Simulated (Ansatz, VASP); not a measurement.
# Pb in VASP and in Ansatz

File INCAR:

```
SYSTEM = Pb
PREC = Accurate
ENCUT = 520
EDIFF = 1E-6
ISMEAR = 0
SIGMA = 0.03
LREAL = .FALSE.
LASPH = .TRUE.
NELM = 60
ALGO = Normal
ISIF = 2
LWAVE = .FALSE.
LCHARG = .FALSE.
GGA = PE
NBANDS = 13
```

Contents of KPOINTS:

```
regular mesh
0
G
  11 11 11
  0 0 0
```

Contents of POSCAR:

```
Pb
1.0
    0.0000000000      2.5175937382      2.5175937382
    2.5175937382      0.0000000000      2.5175937382
    2.5175937382      2.5175937382      0.0000000000
Pb
1
Direct
    0.0000000000      0.0000000000      0.0000000000
```

Input for Ansatz:

```yaml
crystal:
  lattice:
    - [0.0, 2.5175937382, 2.5175937382]
    - [2.5175937382, 0.0, 2.5175937382]
    - [2.5175937382, 2.5175937382, 0.0]
  atoms:
    - { symbol: Pb, position: [0.0, 0.0, 0.0] }
hamiltonian:
  xc: pbe
  pseudopotentials:
    kind: paw
    azcp:
      Pb: "pseudopotentials/Pb.paw.azcp"
basis:
  ecutwfc: 420
  fft_grid_basis: typed
kpoints:
  mp_grid: { grid: [11, 11, 11], shift: [0, 0, 0] }
magnetization:
  spin_polarized: false
scf:
  occupations: { method: gaussian, width: 0.03 }
  lower_state_search: "off"
output:
  stress: true
```

Alike in both runs: task single point; functional PBE; k mesh 11 × 11 × 11; occupations gaussian, width 0.03 eV; no spin polarisation.

```csv
,VASP,Ansatz
version,VASP 6.6.1,Ansatz 0.2.0
potentials or method,"VASP PAW PBE potentials, release 64 (Pb_d)","plane waves (420 eV) with PAW, scalar-relativistic"
plane-wave cutoff (eV),520,420
valence electrons in the cell,14,14
```

|  | VASP | Ansatz | Ansatz less VASP |
| --- | --- | --- | --- |
| pressure (GPa) | -0.2 | -0.1 | +0.06 |

Spin-orbit coupling is left out, which matters for the levels of Pb.
